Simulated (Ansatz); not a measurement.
# Si2Mo: equation of state, part 1 of 2

How stiff is Si2Mo, and at what volume does the pressure vanish? The cell is scaled evenly, atoms carried along, and solved with LAPW, PAW and all-electron datasets made for the crystal.

Program: Ansatz 0.2.0. Level of theory: DFT PBE, scalar-relativistic. These are calculated values, not measurements.

**1. The structure to begin with**

The structure is tetragonal, space group I4/mmm (No. 139). The conventional cell has a = 3.200 Å, b = 3.200 Å, c = 7.861 Å, α = 90.00°, β = 90.00°, γ = 90.00°. Si (site symmetry 4mm) is surrounded by 5 Si at 2.61 to 2.63 Å and 5 Mo at 2.62 Å. Mo (site symmetry 4/mmm) is surrounded by 10 Si at 2.62 Å.

Structure file:

```xyz
3
Lattice="-1.6000 1.6000 3.9305 1.6000 -1.6000 3.9305 1.6000 1.6000 -3.9305" Properties=species:S:1:pos:R:3 pbc="T T T"
Si    0.0000    0.0000    2.6177
Si    0.0000    0.0000    5.2433
Mo    0.0000    0.0000    0.0000
```

Atoms are numbered in the order of the input: Si1, Si2, Mo3.

**2. Volume × 0.96, LAPW**

File input.yaml:

```yaml
crystal:
  lattice:
    - [-1.5783757276, 1.5783757276, 3.8773786233]
    - [1.5783757276, -1.5783757276, 3.8773786233]
    - [1.5783757276, 1.5783757276, -3.8773786233]
  atoms:
    - { symbol: Si, position: [0.333, 0.333, 0.0] }
    - { symbol: Si, position: [0.667, 0.667, 0.0] }
    - { symbol: Mo, position: [0.0, 0.0, 0.0] }
kpoints:
  mp_grid: { grid: [12, 12, 16] }
  band_path:
    path:
      - [0.0, 0.0, 0.0]
      - [0.0, 0.0, 0.5]
      - [0.25, 0.25, 0.25]
      - [0.0, 0.5, 0.0]
      - [0.0, 0.0, 0.0]
      - [0.5, 0.5, -0.5]
      - [0.2914270847, 0.7085729153, -0.2914270847]
      - [-0.2914270847, 0.2914270847, 0.2914270847]
      - [0.0, 0.0, 0.0]
    npoints: 5
scf:
  occupations: { method: fermi_dirac, width: 0.03 }
hamiltonian:
  xc: pbe
  pseudopotentials: { kind: all_electron, lapw: { basis_error: 0.001 } }
output:
  forces: true
  stress: true
  eigenvalues: true
```

The run is started by

```bash
> ansatz run input.yaml --threads 1 --pin off --max-ram 6144MiB --backend cpu --events-out ev --progress --plain --runs-dir out
```

What it wrote (excerpt; [...] marks lines left out):

```text
Warning: crystal.symmetry: narrowed to the stabiliser of the k-point mesh — unitary ops 16 → 4; excluded 12 operations that carry a point of the 12×12×16 mesh (shift [0, 0, 0]) off the mesh (the run samples exactly the mesh kpoints.mp_grid names, as under crystal.symmetry.detect: false, [...]
LAPW: plane waves up to 7.773 Å⁻¹, error target 1.0e-3 eV per atom; small_component_spin mean_spin; Si in spheres of 1.158 Å, 12 of its electrons in bands, Dirac shells []; Mo in spheres of 1.423 Å, 24 of its electrons in bands, Dirac shells []
[...]
Pseudopotentials: kind: all_electron
Pseudopotential: Si, LAPW, valence charge 12, Koelling and Harmon's equation, gaussian nucleus
Pseudopotential: Mo, LAPW, valence charge 24, Koelling and Harmon's equation, gaussian nucleus
Functional definition: PBE
[...]
Crystal: 3 atoms, lattice volume = 38.638 Å³
Basis set: ecut = 230.19599806081806 eV, 309 PW (Γ), FFT grids on a1+a3, a2+a3, a3, exchange–correlation at level 2
Bands: 29, of which v1, the nominal top of the filled ones, is band 24 counted from 1 (23 counted from 0)
Symmetry: 4 space group operations
k-points: 632 of 2304
[...]
SCF iter   1: F=—  HF=-125964.577153 eV  |F-HF|=—  |Δ(HF+E_count)|=         —  Δρ=4.35e-2  dr2=8.20e-1  ethr=1.70e-3  ⟨swp⟩=2.0  Hψ=121752  notcnv=0
[...]
the basis was enlarged: its passes take 449.0 KiB over the memory plan, 1 of 1 planned eigensolver slots
[...]
SCF iter  10: F=-125963.787781 eV  HF=-125963.787781 eV  |F-HF|=8.12e-9  |Δ(HF+E_count)|=   5.13e-8  Δρ=2.55e-6  dr2=4.62e-9  ethr=3.87e-10  ⟨swp⟩=2.0  Hψ=51311  notcnv=0
[...]
NSCF: frozen V_eff on 41 k-points
SCF converged after 10 iterations
Free energy (F): -125963.787781 eV
[...]
E sigma→0 (E₀):  -125963.787444 eV
Entropy (-TS):   -0.000674 eV (-0.225 meV/atom)
Fermi energy:    19.010556 eV
[...]
--- Forces (eV/Å), atoms counted from 1 ---
  atom   1  Si     0.00078211     0.00078211     0.21675781
  atom   2  Si    -0.00078211    -0.00078211    -0.21675781
  atom   3  Mo     0.00000000    -0.00000000     0.00000000
[...]
--- Stress (GPa, compression-positive) ---
       11.970538       0.020555      -0.007091
        0.020555      11.970538      -0.007091
       -0.007091      -0.007091      12.003712
  P = ⅓ Tr σ = 11.9816 GPa (119.816 kbar)
--- Band table (eV; the first three rows and the last of 632) ---
[...]
```

It took 2.2 min on 1 thread of Intel Xeon Platinum 8488C (Sapphire Rapids), shared host; peak memory 1.8 GiB.

In short: pressure 11.98 GPa; no gap; largest force 0.217 eV/Å.

**3. Volume × 0.96, PAW**

File input.yaml:

```yaml
crystal:
  lattice:
    - [-1.5783757276, 1.5783757276, 3.8773786233]
    - [1.5783757276, -1.5783757276, 3.8773786233]
    - [1.5783757276, 1.5783757276, -3.8773786233]
  atoms:
    - { symbol: Si, position: [0.333, 0.333, 0.0] }
    - { symbol: Si, position: [0.667, 0.667, 0.0] }
    - { symbol: Mo, position: [0.0, 0.0, 0.0] }
kpoints:
  mp_grid: { grid: [12, 12, 16] }
scf:
  occupations: { method: fermi_dirac, width: 0.03 }
hamiltonian:
  xc: pbe
  pseudopotentials: { kind: paw }
output:
  forces: true
  stress: true
  eigenvalues: true
  efg: { contact_densities: true }
```

The run is started by

```bash
> ansatz run input.yaml --threads 1 --pin off --max-ram 6144MiB --backend cpu --events-out ev --progress --plain --runs-dir out
```

What it wrote (excerpt; [...] marks lines left out):

```text
Warning: crystal.symmetry: narrowed to the stabiliser of the k-point mesh — unitary ops 16 → 4; excluded 12 operations that carry a point of the 12×12×16 mesh (shift [0, 0, 0]) off the mesh (the run samples exactly the mesh kpoints.mp_grid names, as under crystal.symmetry.detect: false, [...]
Mo: output.efg is read without spin–orbit coupling, which moves field gradients at and beside such atoms by some per cent and up to a factor of two; PAW files take it under magnetization.noncollinear and magnetization.spin_orbit
[...]
Pseudopotentials: kind: paw
Pseudopotential: Si, paw, valence charge 4, recommended cutoff 420 eV (normal)
Pseudopotential: Mo, paw, valence charge 14, recommended cutoff 420 eV (normal)
[... 1 set-up line as earlier in the session ...]
[...]
Crystal: 3 atoms, lattice volume = 38.638 Å³
Basis set: ecut = 420 eV, 761 PW (Γ), FFT grids on a1+a3, a2+a3, a3, exchange–correlation on 48×48×60 points (8 copies of the dense FFT grid, shifted against one another)
[...]
  atom   2  Si    -0.00078618    -0.00078618    -0.21747879
  atom   3  Mo    -0.00000000    -0.00000000     0.00000000
[...]
--- Stress (GPa, compression-positive) ---
       11.947949       0.020364      -0.007117
        0.020364      11.947949      -0.007117
       -0.007117      -0.007117      11.978580
  P = ⅓ Tr σ = 11.9582 GPa (119.582 kbar)
--- PAW observables at the nuclei: V_zz in 10²¹ V/m², potentials from the cell's mean, atoms counted from 1 ---
  atom   1  Si V_zz =    -1.281525   η = 0.0038   by run symmetry: allowed
            electrostatic potential = -1369.162240 V   contact ρ = 12810.234361 e/Å³
  atom   2  Si V_zz =    -1.281525   η = 0.0038   by run symmetry: allowed
            electrostatic potential = -1369.162240 V   contact ρ = 12810.234361 e/Å³
  atom   3  Mo V_zz =    -6.339009   η = 0.0100   by run symmetry: allowed
            electrostatic potential = -6358.947599 V   contact ρ = 595249.887222 e/Å³
--- Band table (eV; the first three rows and the last of 632) ---
  k-point 0: bands = ["-43.9225", "-18.1162", "-17.9916", "-17.9907", "2.9802", "10.1618", "13.3532", "13.5469", "13.9864", "13.9868", "17.1915", "19.7223", "20.1034", "20.5216", "20.5220"]
[...]
```

Wall time 13 s (1 thread of Intel Xeon Platinum 8488C (Sapphire Rapids), shared host); peak memory 0.65 GiB.

Result: pressure 11.96 GPa; no gap; largest force 0.217 eV/Å; Vzz Si1 -1.3, Mo3 -6.3 (10²¹ V/m²).

**4. Volume × 0.96, crystal datasets**

Edit input.yaml of step 3 so:

```diff
@@ -15,3 +15,3 @@
   xc: pbe
-  pseudopotentials: { kind: paw }
+  pseudopotentials: { kind: all_electron, datasets: crystal }
 output:
```

The run is started by

```bash
> ansatz run input.yaml --threads 1 --pin off --max-ram 6144MiB --backend cpu --events-out ev --progress --plain --runs-dir out
```

What it wrote (excerpt; [...] marks lines left out):

```text
Warning: crystal.symmetry: narrowed to the stabiliser of the k-point mesh — unitary ops 16 → 4; excluded 12 operations that carry a point of the 12×12×16 mesh (shift [0, 0, 0]) off the mesh (the run samples exactly the mesh kpoints.mp_grid names, as under crystal.symmetry.detect: false, [...]
Mo: output.efg is read without spin–orbit coupling, which moves field gradients at and beside such atoms by some per cent and up to a factor of two; PAW files take it under magnetization.noncollinear and magnetization.spin_orbit
[...]
[... 1 set-up line as earlier in the session ...]
Pseudopotential: Si, paw, valence charge 12, recommended cutoff 300 eV (normal), Koelling and Harmon's equation, gaussian nucleus
Pseudopotential: Mo, paw, valence charge 14, recommended cutoff 300 eV (normal), Koelling and Harmon's equation, gaussian nucleus
[... 1 set-up line as earlier in the session ...]
[...]
Crystal: 3 atoms, lattice volume = 38.638 Å³
[...]
  atom   2  Si    -0.00078222    -0.00078222    -0.21662698
  atom   3  Mo     0.00000000     0.00000000     0.00000000
[...]
--- Stress (GPa, compression-positive) ---
       11.969367       0.020549      -0.007095
        0.020549      11.969367      -0.007095
       -0.007095      -0.007095      12.002724
  P = ⅓ Tr σ = 11.9805 GPa (119.805 kbar)
  It holds what live shells' own plane waves past their cutoff add
--- PAW observables at the nuclei: V_zz in 10²¹ V/m², potentials from the cell's mean, atoms counted from 1 ---
  atom   1  Si V_zz =    -1.265125   η = 0.0037   by run symmetry: allowed
            electrostatic potential = -1368.979639 V   contact ρ = 12819.221099 e/Å³
  atom   2  Si V_zz =    -1.265125   η = 0.0037   by run symmetry: allowed
            electrostatic potential = -1368.979639 V   contact ρ = 12819.221099 e/Å³
  atom   3  Mo V_zz =    -6.378545   η = 0.0100   by run symmetry: allowed
            electrostatic potential = -6358.989780 V   contact ρ = 595303.981762 e/Å³
--- Band table (eV; the first three rows and the last of 632) ---
  k-point 0: bands = ["5.2048", "12.3857", "15.5755", "15.7726", "16.2115", "16.2119", "19.4175", "21.9496", "22.3255"]
[...]
```

It took 45 s on 1 thread of Intel Xeon Platinum 8488C (Sapphire Rapids), shared host; peak memory 1.3 GiB.

In short: pressure 11.98 GPa; no gap; largest force 0.217 eV/Å; Vzz Si1 -1.3, Mo3 -6.4 (10²¹ V/m²).

**5. Volume × 0.99, LAPW**

File input.yaml:

```yaml
crystal:
  lattice:
    - [-1.5946487895, 1.5946487895, 3.9173544169]
    - [1.5946487895, -1.5946487895, 3.9173544169]
    - [1.5946487895, 1.5946487895, -3.9173544169]
  atoms:
    - { symbol: Si, position: [0.333, 0.333, 0.0] }
    - { symbol: Si, position: [0.667, 0.667, 0.0] }
    - { symbol: Mo, position: [0.0, 0.0, 0.0] }
kpoints:
  mp_grid: { grid: [12, 12, 16] }
  band_path:
    path:
      - [0.0, 0.0, 0.0]
      - [0.0, 0.0, 0.5]
      - [0.25, 0.25, 0.25]
      - [0.0, 0.5, 0.0]
      - [0.0, 0.0, 0.0]
      - [0.5, 0.5, -0.5]
      - [0.2914270847, 0.7085729153, -0.2914270847]
      - [-0.2914270847, 0.2914270847, 0.2914270847]
      - [0.0, 0.0, 0.0]
    npoints: 5
scf:
  occupations: { method: fermi_dirac, width: 0.03 }
hamiltonian:
  xc: pbe
  pseudopotentials: { kind: all_electron, lapw: { basis_error: 0.001 } }
output:
  forces: true
  stress: true
  eigenvalues: true
```

The run is started by

```bash
> ansatz run input.yaml --threads 1 --pin off --max-ram 6144MiB --backend cpu --events-out ev --progress --plain --runs-dir out
```

What it wrote (excerpt; [...] marks lines left out):

```text
Warning: crystal.symmetry: narrowed to the stabiliser of the k-point mesh — unitary ops 16 → 4; excluded 12 operations that carry a point of the 12×12×16 mesh (shift [0, 0, 0]) off the mesh (the run samples exactly the mesh kpoints.mp_grid names, as under crystal.symmetry.detect: false, [...]
LAPW: plane waves up to 7.681 Å⁻¹, error target 1.0e-3 eV per atom; small_component_spin mean_spin; Si in spheres of 1.167 Å, 12 of its electrons in bands, Dirac shells []; Mo in spheres of 1.441 Å, 24 of its electrons in bands, Dirac shells []
[...]
[... 4 set-up lines as earlier in the session ...]
[...]
Crystal: 3 atoms, lattice volume = 39.846 Å³
Basis set: ecut = 224.76740335224505 eV, 309 PW (Γ), FFT grids on a1+a3, a2+a3, a3, exchange–correlation at level 2
[...]
[... 1 set-up line as earlier in the session ...]
k-points: 632 of 2304
[...]
SCF iter   1: F=—  HF=-125964.672635 eV  |F-HF|=—  |Δ(HF+E_count)|=         —  Δρ=4.28e-2  dr2=8.47e-1  ethr=1.76e-3  ⟨swp⟩=2.0  Hψ=121710  notcnv=0
[...]
the basis was enlarged: its passes take 442.6 KiB over the memory plan, 1 of 1 planned eigensolver slots
[...]
SCF iter  10: F=-125963.849075 eV  HF=-125963.849075 eV  |F-HF|=1.70e-8  |Δ(HF+E_count)|=   5.58e-8  Δρ=3.38e-6  dr2=9.56e-9  ethr=4.79e-10  ⟨swp⟩=2.0  Hψ=51595  notcnv=0
[...]
NSCF: frozen V_eff on 41 k-points
SCF converged after 10 iterations
Free energy (F): -125963.849075 eV
[...]
E sigma→0 (E₀):  -125963.848721 eV
Entropy (-TS):   -0.000708 eV (-0.236 meV/atom)
Fermi energy:    18.358450 eV
[...]
--- Forces (eV/Å), atoms counted from 1 ---
  atom   1  Si     0.00071948     0.00071948     0.26750401
  atom   2  Si    -0.00071948    -0.00071948    -0.26750401
  atom   3  Mo    -0.00000000    -0.00000000     0.00000000
[...]
--- Stress (GPa, compression-positive) ---
        4.809183       0.013638      -0.005977
        0.013638       4.809183      -0.005977
       -0.005977      -0.005977       3.873724
  P = ⅓ Tr σ = 4.4974 GPa (44.974 kbar)
--- Band table (eV; the first three rows and the last of 632) ---
[...]
```

It took 1.9 min on 1 thread of Intel Xeon Platinum 8488C (Sapphire Rapids), shared host; peak memory 1.7 GiB.

Result: pressure 4.50 GPa; no gap; largest force 0.268 eV/Å.

**6. Volume × 0.99, PAW**

File input.yaml:

```yaml
crystal:
  lattice:
    - [-1.5946487895, 1.5946487895, 3.9173544169]
    - [1.5946487895, -1.5946487895, 3.9173544169]
    - [1.5946487895, 1.5946487895, -3.9173544169]
  atoms:
    - { symbol: Si, position: [0.333, 0.333, 0.0] }
    - { symbol: Si, position: [0.667, 0.667, 0.0] }
    - { symbol: Mo, position: [0.0, 0.0, 0.0] }
kpoints:
  mp_grid: { grid: [12, 12, 16] }
scf:
  occupations: { method: fermi_dirac, width: 0.03 }
hamiltonian:
  xc: pbe
  pseudopotentials: { kind: paw }
output:
  forces: true
  stress: true
  eigenvalues: true
  efg: { contact_densities: true }
```

The run is started by

```bash
> ansatz run input.yaml --threads 1 --pin off --max-ram 6144MiB --backend cpu --events-out ev --progress --plain --runs-dir out
```

What it wrote (excerpt; [...] marks lines left out):

```text
Warning: crystal.symmetry: narrowed to the stabiliser of the k-point mesh — unitary ops 16 → 4; excluded 12 operations that carry a point of the 12×12×16 mesh (shift [0, 0, 0]) off the mesh (the run samples exactly the mesh kpoints.mp_grid names, as under crystal.symmetry.detect: false, [...]
Mo: output.efg is read without spin–orbit coupling, which moves field gradients at and beside such atoms by some per cent and up to a factor of two; PAW files take it under magnetization.noncollinear and magnetization.spin_orbit
[...]
[... 4 set-up lines as earlier in the session ...]
[...]
Crystal: 3 atoms, lattice volume = 39.846 Å³
Basis set: ecut = 420 eV, 769 PW (Γ), FFT grids on a1+a3, a2+a3, a3, exchange–correlation on 48×48×64 points (8 copies of the dense FFT grid, shifted against one another)
[...]
  atom   2  Si    -0.00072229    -0.00072229    -0.26813464
  atom   3  Mo    -0.00000000    -0.00000000     0.00000000
[...]
--- Stress (GPa, compression-positive) ---
        4.782103       0.013472      -0.006018
        0.013472       4.782103      -0.006018
       -0.006018      -0.006018       3.841718
  P = ⅓ Tr σ = 4.4686 GPa (44.686 kbar)
--- PAW observables at the nuclei: V_zz in 10²¹ V/m², potentials from the cell's mean, atoms counted from 1 ---
  atom   1  Si V_zz =    -1.194307   η = 0.0064   by run symmetry: allowed
            electrostatic potential = -1368.402485 V   contact ρ = 12810.507450 e/Å³
  atom   2  Si V_zz =    -1.194307   η = 0.0064   by run symmetry: allowed
            electrostatic potential = -1368.402485 V   contact ρ = 12810.507450 e/Å³
  atom   3  Mo V_zz =    -5.940608   η = 0.0110   by run symmetry: allowed
            electrostatic potential = -6358.162623 V   contact ρ = 595248.731424 e/Å³
--- Band table (eV; the first three rows and the last of 632) ---
  k-point 0: bands = ["-44.5492", "-18.7195", "-18.6128", "-18.6118", "2.6353", "9.7716", "12.7208", "13.1089", "13.4869", "13.4873", "16.5895", "19.2486", "19.3141", "19.8400", "19.8405"]
[...]
```

Wall time 13 s (1 thread of Intel Xeon Platinum 8488C (Sapphire Rapids), shared host); peak memory 0.65 GiB.

Result: pressure 4.47 GPa; no gap; largest force 0.268 eV/Å; Vzz Si1 -1.2, Mo3 -5.9 (10²¹ V/m²).

**7. Volume × 0.99, crystal datasets**

Edit input.yaml of step 6 so:

```diff
@@ -15,3 +15,3 @@
   xc: pbe
-  pseudopotentials: { kind: paw }
+  pseudopotentials: { kind: all_electron, datasets: crystal }
 output:
```

The run is started by

```bash
> ansatz run input.yaml --threads 1 --pin off --max-ram 6144MiB --backend cpu --events-out ev --progress --plain --runs-dir out
```

What it wrote (excerpt; [...] marks lines left out):

```text
Warning: crystal.symmetry: narrowed to the stabiliser of the k-point mesh — unitary ops 16 → 4; excluded 12 operations that carry a point of the 12×12×16 mesh (shift [0, 0, 0]) off the mesh (the run samples exactly the mesh kpoints.mp_grid names, as under crystal.symmetry.detect: false, [...]
Mo: output.efg is read without spin–orbit coupling, which moves field gradients at and beside such atoms by some per cent and up to a factor of two; PAW files take it under magnetization.noncollinear and magnetization.spin_orbit
[...]
[... 1 set-up line as earlier in the session ...]
Pseudopotential: Si, paw, valence charge 4, recommended cutoff 300 eV (normal), Koelling and Harmon's equation, gaussian nucleus
[... 2 set-up lines as earlier in the session ...]
[...]
Crystal: 3 atoms, lattice volume = 39.846 Å³
[...]
  atom   2  Si    -0.00071942    -0.00071942    -0.26736935
  atom   3  Mo    -0.00000000    -0.00000000     0.00000000
[...]
--- Stress (GPa, compression-positive) ---
        4.809076       0.013646      -0.005975
        0.013646       4.809076      -0.005975
       -0.005975      -0.005975       3.874363
  P = ⅓ Tr σ = 4.4975 GPa (44.975 kbar)
  It holds what live shells' own plane waves past their cutoff add
--- PAW observables at the nuclei: V_zz in 10²¹ V/m², potentials from the cell's mean, atoms counted from 1 ---
  atom   1  Si V_zz =    -1.178342   η = 0.0064   by run symmetry: allowed
            electrostatic potential = -1368.258898 V   contact ρ = 12819.491055 e/Å³
  atom   2  Si V_zz =    -1.178342   η = 0.0064   by run symmetry: allowed
            electrostatic potential = -1368.258898 V   contact ρ = 12819.491055 e/Å³
  atom   3  Mo V_zz =    -5.982217   η = 0.0110   by run symmetry: allowed
            electrostatic potential = -6358.226128 V   contact ρ = 595302.830689 e/Å³
--- Band table (eV; the first three rows and the last of 632) ---
  k-point 0: bands = ["4.7931", "11.9287", "14.8766", "15.2675", "15.6451", "15.6455", "18.7485", "21.4085", "21.4701"]
[...]
```

Run time: 45 s. Hardware: 1 thread of Intel Xeon Platinum 8488C (Sapphire Rapids), shared host; peak memory 1.1 GiB.

Read from it: pressure 4.50 GPa; no gap; largest force 0.267 eV/Å; Vzz Si1 -1.2, Mo3 -6.0 (10²¹ V/m²).

**8. Volume × 1.02, LAPW**

File input.yaml:

```yaml
crystal:
  lattice:
    - [-1.6105963353, 1.6105963353, 3.9565305599]
    - [1.6105963353, -1.6105963353, 3.9565305599]
    - [1.6105963353, 1.6105963353, -3.9565305599]
  atoms:
    - { symbol: Si, position: [0.333, 0.333, 0.0] }
    - { symbol: Si, position: [0.667, 0.667, 0.0] }
    - { symbol: Mo, position: [0.0, 0.0, 0.0] }
kpoints:
  mp_grid: { grid: [12, 12, 16] }
  band_path:
    path:
      - [0.0, 0.0, 0.0]
      - [0.0, 0.0, 0.5]
      - [0.25, 0.25, 0.25]
      - [0.0, 0.5, 0.0]
      - [0.0, 0.0, 0.0]
      - [0.5, 0.5, -0.5]
      - [0.2914270847, 0.7085729153, -0.2914270847]
      - [-0.2914270847, 0.2914270847, 0.2914270847]
      - [0.0, 0.0, 0.0]
    npoints: 5
scf:
  occupations: { method: fermi_dirac, width: 0.03 }
hamiltonian:
  xc: pbe
  pseudopotentials: { kind: all_electron, lapw: { basis_error: 0.001 } }
output:
  forces: true
  stress: true
  eigenvalues: true
```

The run is started by

```bash
> ansatz run input.yaml --threads 1 --pin off --max-ram 6144MiB --backend cpu --events-out ev --progress --plain --runs-dir out
```

What it wrote (excerpt; [...] marks lines left out):

```text
Warning: crystal.symmetry: narrowed to the stabiliser of the k-point mesh — unitary ops 16 → 4; excluded 12 operations that carry a point of the 12×12×16 mesh (shift [0, 0, 0]) off the mesh (the run samples exactly the mesh kpoints.mp_grid names, as under crystal.symmetry.detect: false, [...]
LAPW: plane waves up to 7.592 Å⁻¹, error target 1.0e-3 eV per atom; small_component_spin mean_spin; Si in spheres of 1.175 Å, 12 of its electrons in bands, Dirac shells []; Mo in spheres of 1.458 Å, 24 of its electrons in bands, Dirac shells []
[...]
[... 4 set-up lines as earlier in the session ...]
[...]
Crystal: 3 atoms, lattice volume = 41.053 Å³
Basis set: ecut = 219.60835358585925 eV, 309 PW (Γ), FFT grids on a1+a3, a2+a3, a3, exchange–correlation at level 2
[...]
k-points: 632 of 2304
[...]
SCF iter   1: F=—  HF=-125964.715557 eV  |F-HF|=—  |Δ(HF+E_count)|=         —  Δρ=4.21e-2  dr2=8.76e-1  ethr=1.82e-3  ⟨swp⟩=2.0  Hψ=121656  notcnv=0
[...]
the basis was enlarged: its passes take 442.6 KiB over the memory plan, 1 of 1 planned eigensolver slots
[...]
SCF iter  10: F=-125963.858276 eV  HF=-125963.858276 eV  |F-HF|=2.40e-8  |Δ(HF+E_count)|=   5.75e-8  Δρ=3.95e-6  dr2=1.41e-8  ethr=5.29e-10  ⟨swp⟩=2.0  Hψ=51992  notcnv=0
[...]
NSCF: frozen V_eff on 41 k-points
SCF converged after 10 iterations
Free energy (F): -125963.858276 eV
[...]
E sigma→0 (E₀):  -125963.857904 eV
Entropy (-TS):   -0.000744 eV (-0.248 meV/atom)
Fermi energy:    17.740118 eV
[...]
--- Forces (eV/Å), atoms counted from 1 ---
  atom   1  Si     0.00065848     0.00065848     0.31387890
  atom   2  Si    -0.00065848    -0.00065848    -0.31387890
  atom   3  Mo     0.00000000    -0.00000000     0.00000000
[...]
--- Stress (GPa, compression-positive) ---
       -1.295109       0.006946      -0.005140
        0.006946      -1.295109      -0.005140
       -0.005140      -0.005140      -3.027671
  P = ⅓ Tr σ = -1.8726 GPa (-18.726 kbar)
--- Band table (eV; the first three rows and the last of 632) ---
[...]
```

It took 1.9 min on 1 thread of Intel Xeon Platinum 8488C (Sapphire Rapids), shared host; peak memory 1.7 GiB.

Read from it: pressure -1.87 GPa; no gap; largest force 0.314 eV/Å.

(Continued in part 2 of 2.)
